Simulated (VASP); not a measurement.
# PbS in VASP: single point with PBE+D3(BJ)

Aim: the single point of PbS with PBE+D3(BJ).

Everything below comes from runs of VASP 6.6.1. Logs are shortened: lines on timing, memory, paths and dates and some standing lists are left out, and cuts for length are marked.

## Step 1: The slab as given

The cell holds a slab with vacuum, 8 atoms: a = 4.220 Å, b = 4.220 Å, c = 32.517 Å, α = 90.00°, β = 90.00°, γ = 90.00°.

## Step 2: Single point, PBE+D3(BJ)

Input file INCAR:

```
SYSTEM = PbS
ALGO = Fast
EDIFF = 1E-7
ENCUT = 520
GGA = PE
ISIF = 2
ISMEAR = 0
IVDW = 12
LASPH = .True.
LCHARG = .False.
LREAL = .False.
LWAVE = .False.
NBANDS = 50
NELM = 100
PREC = Accurate
SIGMA = 0.1
```

Input file KPOINTS:

```
k-points
0
Gamma
  4 4 1
  0 0 0
```

Input file POSCAR:

```
PbS
1.0
    2.9837205200     -2.9837096800      0.0000000000
    2.9837205200      2.9837096800      0.0000000000
    0.0000000000      0.0000000000     32.5174038700
Pb S
4 4
Direct
    0.8370153100      0.1629846900      0.2062002100
    0.1629846900      0.8370153100      0.7937997900
    0.3370153100      0.6629846900      0.2937997900
    0.6629846900      0.3370153100      0.7062002100
    0.1617290400      0.8382709600      0.7120214700
    0.8382709600      0.1617290400      0.2879785300
    0.6617290400      0.3382709600      0.7879785300
    0.3382709600      0.6617290400      0.2120214700
```

Potentials or basis: VASP PAW PBE potentials, release 64 (Pb_d, S).

Launch:

```bash
cat potpaw_PBE.64/Pb_d/POTCAR potpaw_PBE.64/S/POTCAR > POTCAR
mpirun -np 1 vasp_std > vasp.out
```

OUTCAR:

```text
SYSTEM = PbS
   EDIFF = 1E-7
   ENCUT = 520
   GGA = PE
   ISIF = 2
   ISMEAR = 0
   IVDW = 12
   LASPH = .True.
   LREAL = .False.
   NELM = 100
   PREC = Accurate
 IVDW          = 12

 ion  position               nearest neighbor table
   1  0.837  0.163  0.206-   6 2.66   8 2.98   8 2.99   8 2.99   8 3.00   3 4.13   3 4.13   3 4.13
                             3 4.13
   2  0.163  0.837  0.794-   5 2.66   7 2.98   7 2.99   7 2.99   7 3.00   4 4.13   4 4.13   4 4.13
                             4 4.13
   3  0.337  0.663  0.294-   8 2.66   6 2.98   6 2.99   6 2.99   6 3.00   1 4.13   1 4.13   1 4.13
                             1 4.13
   4  0.663  0.337  0.706-   7 2.66   5 2.98   5 2.99   5 2.99   5 3.00   2 4.13   2 4.13   2 4.13
                             2 4.13
   5  0.162  0.838  0.712-   2 2.66   4 2.98   4 2.99   4 2.99   4 3.00
   6  0.838  0.162  0.288-   1 2.66   3 2.98   3 2.99   3 2.99   3 3.00
   7  0.662  0.338  0.788-   4 2.66   2 2.98   2 2.99   2 2.99   2 3.00
   8  0.338  0.662  0.212-   3 2.66   1 2.98   1 2.99   1 2.99   1 3.00

  LATTYP: Found a simple tetragonal cell.
 ALAT       =     4.2196103607
 C/A-ratio  =     7.7062574718

  Lattice vectors:

 A1 = (   2.9837205200,  -2.9837096800,   0.0000000000)
 A2 = (   2.9837205200,   2.9837096800,   0.0000000000)
 A3 = (   0.0000000000,   0.0000000000,  32.5174038700)

Analysis of symmetry for initial positions (statically):
=====================================================================
 Subroutine PRICEL returns:
 Original cell was already a primitive cell.

 Routine SETGRP: Setting up the symmetry group for a
 simple tetragonal supercell.

 Subroutine GETGRP returns: Found  8 space group operations
 (whereof  4 operations were pure point group operations)
 out of a pool of 16 trial point group operations.

The static configuration has the point symmetry C_2h.
 The point group associated with its full space group is D_2h.

Analysis of symmetry for dynamics (positions and initial velocities):
=====================================================================
 Subroutine PRICEL returns:
 Original cell was already a primitive cell.

 Routine SETGRP: Setting up the symmetry group for a
 simple tetragonal supercell.

 Subroutine GETGRP returns: Found  8 space group operations
 (whereof  4 operations were pure point group operations)
 out of a pool of 16 trial point group operations.

The dynamic configuration has the point symmetry C_2h.
 The point group associated with its full space group is D_2h.

 Subroutine INISYM returns: Found  8 space group operations
 (whereof  4 operations are pure point group operations),
 and found     1 'primitive' translations

----------------------------------------------------------------------------------------

                                     Primitive cell

  volume of cell :     578.9760

  direct lattice vectors                    reciprocal lattice vectors
     2.983720520 -2.983709680  0.000000000     0.167576017 -0.167576626  0.000000000
     2.983720520  2.983709680  0.000000000     0.167576017  0.167576626  0.000000000
     0.000000000  0.000000000 32.517403870     0.000000000  0.000000000  0.030752763

  length of vectors
     4.219610361  4.219610361 32.517403870     0.236988706  0.236988706  0.030752763

  position of ions in fractional coordinates (direct lattice)
     0.837015310  0.162984690  0.206200210
     0.162984690  0.837015310  0.793799790
     0.337015310  0.662984690  0.293799790
     0.662984690  0.337015310  0.706200210
     0.161729040  0.838270960  0.712021470
     0.838270960  0.161729040  0.287978530
     0.661729040  0.338270960  0.787978530
     0.338270960  0.661729040  0.212021470

  ion indices of the primitive-cell ions
   primitive index   ion index
                 1           1
                 2           2
                 3           3
                 4           4
                 5           5
                 6           6
                 7           7
                 8           8

----------------------------------------------------------------------------------------

 KPOINTS: k-points

Automatic generation of k-mesh.
 Grid dimensions read from file:
 generate k-points for:    4    4    1

 Generating k-lattice:

  Cartesian coordinates                     Fractional coordinates (reciprocal lattice)
     0.041894004 -0.041894156  0.000000000     0.250000000  0.000000000  0.000000000
     0.041894004  0.041894156  0.000000000     0.000000000  0.250000000  0.000000000
     0.000000000  0.000000000  0.030752763     0.000000000  0.000000000  1.000000000

  Length of vectors
     0.059247177  0.059247177  0.030752763

  Shift w.r.t. Gamma in fractional coordinates (k-lattice)
     0.000000000  0.000000000  0.000000000

 Subroutine IBZKPT returns following result:
 ===========================================

 Found      7 irreducible k-points:

 Following reciprocal coordinates:
            Coordinates               Weight
  0.000000  0.000000  0.000000      1.000000
  0.250000 -0.000000  0.000000      4.000000
  0.500000 -0.000000  0.000000      2.000000
  0.250000  0.250000  0.000000      2.000000
 -0.250000  0.250000  0.000000      2.000000
  0.500000  0.250000  0.000000      4.000000
  0.500000  0.500000  0.000000      1.000000
   k-points           NKPTS =      7   k-points in BZ     NKDIM =      7   number of bands    NBANDS=     50
   number of dos      NEDOS =    301   number of ions     NIONS =      8
   total plane-waves  NPLWV = 256000
   dimension x,y,z NGX =    32 NGY =   32 NGZ =  250
   dimension x,y,z NGXF=    64 NGYF=   64 NGZF=  500
   ions per type =               4   4
   NGX,Y,Z   is equivalent  to a cutoff of  12.61, 12.61, 12.78 a.u.
   NGXF,Y,Z  is equivalent  to a cutoff of  25.21, 25.21, 25.56 a.u.
 SYSTEM =  PbS
   PREC   = accura    normal or accurate (medium, high low for compatibility)
   ISTART =      0    job   : 0-new  1-cont  2-samecut
   ICHARG =      2    charge: 1-file 2-atom 10-const
   ISPIN  =      1    spin polarized calculation?
   LNONCOLLINEAR =      F non collinear calculations
   LSORBIT =      F    spin-orbit coupling
   LASPH  =      T    aspherical Exc in radial PAW
   ENCUT  =  520.0 eV  38.22 Ry    6.18 a.u.   7.85  7.85 60.46*2*pi/ulx,y,z
   NELM   =    100;   NELMIN=  2; NELMDL= -5     # of ELM steps
   EDIFF  = 0.1E-06   stopping-criterion for ELM
   LREAL  =      F    real-space projection
[... 7 lines left out ...]
   TEBEG  =    0.0;   TEEND  =   0.0 temperature during run
   PSTRESS=    0.0 pullay stress
   NELECT =      80.0000    total number of electrons
   NUPDOWN=      -1.0000    fix difference up-down
   EMIN   =  10.00;   EMAX   =-10.00  energy-range for DOS
   EFERMI =   0.00;   METHOD = LEGACY
   ISMEAR =     0;   SIGMA  =   0.10  broadening in eV -4-tet -1-fermi 0-gaus
   EFERMI_NEDOS =   21; number of points for ismear=-14 and -15
   IALGO  =     68    algorithm
   IMIX   =      4    mixing-type and parameters
     AMIX     =   0.40;   BMIX     =  1.00
     AMIX_MAG =   1.60;   BMIX_MAG =  1.00
  volume/ion in A,a.u.               =      72.37       488.39
  Fermi-wavevector in a.u.,A,eV,Ry     =   0.846353  1.599374  9.746025  0.716313
  Thomas-Fermi vector in A             =   1.961686
   LORBIT       =      0    0 simple, 1 ext, 2 COOP (PROOUT), +10 PAW based schemes
   GGA     = PE    functional components
   LHFCALC =     F    Hartree Fock is set to
   AEXX    =    0.0000 exact exchange contribution
   IVDW    =    12    specifies the selected vdW correction
   LEPSILON=     F    determine dielectric tensor
   LRPA    =     F    only Hartree local field effects (RPA)
 non-spin polarized calculation
 RMM-DIIS sequential band-by-band and
 Gauss-broadening in eV      SIGMA  =   0.10
  energy-cutoff  :      520.00
  volume of cell :      578.98
 maximum number of plane-waves:     15628
   NGX = 15   NGY = 15   NGZ =121

 number of electron      79.9999991 magnetization

 Free energy of the ion-electron system (eV)
  ---------------------------------------------------
  ext. energy  EPLUGINS =         0.00000000
  ---------------------------------------------------
  free energy    TOTEN  =       -34.61476869 eV

  energy without entropy =      -34.61476869  energy(sigma->0) =      -34.61476869

 E-fermi :  -0.7793     XC(G=0):  -4.1558

 val. band max:       -1.2640396569   @ k =   0.2500   0.2500   0.0000
 cond. band min:       0.8998480578   @ k =   0.0000   0.0000   0.0000
 fundamental gap:      2.1638877148
 Fermi energy:        -0.7792758894

 k-point     1 :       0.0000    0.0000    0.0000
  band No.  band energies     occupation
      1     -17.3241      2.00000
      2     -17.3241      2.00000
      3     -17.2226      2.00000
      4     -17.2226      2.00000
      5     -17.2057      2.00000
      6     -17.2057      2.00000
[... 42 lines left out ...]
     49       4.2130      0.00000
     50       4.2140      0.00000

 k-point     2 :       0.2500   -0.0000    0.0000
  band No.  band energies     occupation
      1     -17.2922      2.00000
      2     -17.2922      2.00000
      3     -17.2079      2.00000
      4     -17.2079      2.00000
      5     -17.2052      2.00000
      6     -17.2052      2.00000
[... 42 lines left out ...]
     49       3.1880      0.00000
     50       3.3471      0.00000

 k-point     3 :       0.5000   -0.0000    0.0000
  band No.  band energies     occupation
      1     -17.2393      2.00000
      2     -17.2393      2.00000
      3     -17.2392      2.00000
      4     -17.2392      2.00000
      5     -17.2066      2.00000
      6     -17.2066      2.00000
[... 42 lines left out ...]
     49       2.4743      0.00000
     50       2.4751      0.00000

 k-point     4 :       0.2500    0.2500    0.0000
  band No.  band energies     occupation
      1     -17.2876      2.00000
      2     -17.2876      2.00000
      3     -17.2367      2.00000
      4     -17.2367      2.00000
      5     -17.1917      2.00000
      6     -17.1917      2.00000
[... 42 lines left out ...]
     49       3.7102      0.00000
     50       3.7127      0.00000

 k-point     5 :      -0.2500    0.2500    0.0000
  band No.  band energies     occupation
      1     -17.2876      2.00000
      2     -17.2876      2.00000
      3     -17.2367      2.00000
      4     -17.2367      2.00000
      5     -17.1917      2.00000
      6     -17.1917      2.00000
[... 42 lines left out ...]
     49       3.7100      0.00000
     50       4.3575      0.00000

 k-point     6 :       0.5000    0.2500    0.0000
  band No.  band energies     occupation
      1     -17.2792      2.00000
      2     -17.2792      2.00000
      3     -17.2792      2.00000
      4     -17.2792      2.00000
      5     -17.1942      2.00000
      6     -17.1942      2.00000
[... 42 lines left out ...]
     49       4.1199      0.00000
     50       4.1202      0.00000

 k-point     7 :       0.5000    0.5000    0.0000
  band No.  band energies     occupation
      1     -17.3180      2.00000
      2     -17.3180      2.00000
      3     -17.3180      2.00000
      4     -17.3180      2.00000
      5     -17.1936      2.00000
      6     -17.1936      2.00000
[... 42 lines left out ...]
     49       4.4315      0.00000
     50       4.4326      0.00000

------------------------ aborting loop because EDIFF is reached ----------------------------------------

 Edisp (eV)   -1.82191

 E8    (eV) :    -0.8613

  FORCE on cell =-STRESS in cart. coord.  units (eV):
  Direction    XX          YY          ZZ          XY          YZ          ZX
  --------------------------------------------------------------------------------------
  -------------------------------------------------------------------------------------
  Total      -0.73960    -0.73696     0.50229     0.00000     0.00000     0.00000
  in kB      -2.04666    -2.03935     1.38997     0.00000     0.00000     0.00000
  external pressure =       -0.90 kB  Pullay stress =        0.00 kB

 VOLUME and BASIS-vectors are now :
 -----------------------------------------------------------------------------
  energy-cutoff  :      520.00
  volume of cell :      578.98
      direct lattice vectors                 reciprocal lattice vectors
     2.983720520 -2.983709680  0.000000000     0.167576017 -0.167576626  0.000000000
     2.983720520  2.983709680  0.000000000     0.167576017  0.167576626  0.000000000
     0.000000000  0.000000000 32.517403870     0.000000000  0.000000000  0.030752763

 POSITION                                       TOTAL-FORCE (eV/Angst)
 -----------------------------------------------------------------------------------
      2.98372     -2.01111      6.70510         0.000000     -0.001375     -0.059013
      2.98372      2.01111     25.81231         0.000000      0.001375      0.059013
      2.98372      0.97260      9.55361         0.000000     -0.001375      0.059013
      2.98372     -0.97260     22.96380         0.000000      0.001375     -0.059013
      2.98372      2.01860     23.15309         0.000000     -0.001162     -0.059589
      2.98372     -2.01860      9.36431         0.000000      0.001162      0.059589
      2.98372     -0.96511     25.62302         0.000000     -0.001162      0.059589
      2.98372      0.96511      6.89439         0.000000      0.001162     -0.059589
 -----------------------------------------------------------------------------------
    total drift:                                0.000000      0.000000      0.000000

  FREE ENERGIE OF THE ION-ELECTRON SYSTEM (eV)
  ---------------------------------------------------
  free  energy   TOTEN  =       -36.4366810708 eV

  energy  without entropy=      -36.4366810708  energy(sigma->0) =      -36.43668107
```

Wall time 3.7 min (1 thread of Intel Xeon 6975P-C (Granite Rapids), shared host); peak memory 0.6 GiB.

What came out:

| Quantity | Value |
| --- | --- |
| Free energy | -36.4367 eV |
| Largest force | 0.060 eV/Å |
| Band gap on the k mesh | 2.16 eV, indirect (least direct gap 2.18 eV) |
| Dispersion energy per atom | -0.228 eV |

Forces in eV/Å, atoms in the order of the input:
```
Pb   0.000 -0.001 -0.059
Pb   0.000  0.001  0.059
Pb   0.000 -0.001  0.059
Pb   0.000  0.001 -0.059
S    0.000 -0.001 -0.060
S    0.000  0.001  0.060
S    0.000 -0.001  0.060
S    0.000  0.001 -0.060
```

Caveat: spin-orbit coupling is left out, which as a rule narrows the gap of such compounds by several tenths of an eV.
